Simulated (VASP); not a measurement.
A run of VASP 6.6.1 is set up as follows.

File INCAR:

```
ALGO = Fast
EDIFF = 1E-6
ENCUT = 520
GGA = PE
ISIF = 2
ISMEAR = 0
LASPH = True
LCHARG = False
LREAL = Auto
LWAVE = False
NBANDS = 59
NELM = 80
PREC = Accurate
SIGMA = 0.05
```

The input KPOINTS:

```
k-points
0
Gamma
  4 4 4
```

File POSCAR:

```
Cd3Si4P8
1.0
    2.8622470520     -2.8622470520      5.2898076000
    2.8622470520     -2.8622470520     -5.2898076000
    5.7244941039      5.7244941039      0.0000000000
Cd Si P
3 4 8
Direct
    0.5021523896     -0.0021523896      0.7500000000
    0.4998841003      0.4985493034      0.4876331058
    0.0014506966      0.0001158997      0.0123668942
    0.0071578632      0.0083546987      0.4987568347
    0.4916453013      0.4928421368      0.0012431653
    0.5043449399      0.9956550601      0.2500000000
   -0.0031830070      0.5031830070      0.7500000000
    0.6149826324      0.3463496700      0.2226206742
    0.1022592262      0.8599837185      0.7321742695
    0.6029065333      0.8459594294      0.0222424558
    0.0969247585      0.3682326164      0.5134754573
    0.1536503300      0.8850173676      0.2773793258
    0.6400162815      0.3977407738      0.7678257305
    0.6540405706      0.8970934667      0.4777575442
    0.1317673836      0.4030752415      0.9865245427
```

Potentials or basis: VASP PAW PBE potentials, release 64 (Cd, Si, P).

Run with:

```bash
$ cat potpaw_PBE.64/Cd/POTCAR potpaw_PBE.64/Si/POTCAR potpaw_PBE.64/P/POTCAR > POTCAR
$ mpirun -np 1 vasp_std > vasp.out
```

(1) What does it give for the band gap on the k mesh?

(2) Estimate the largest force.

Answers

(1) none (metal or under the smearing width).

(2) 0.048 eV/Å.
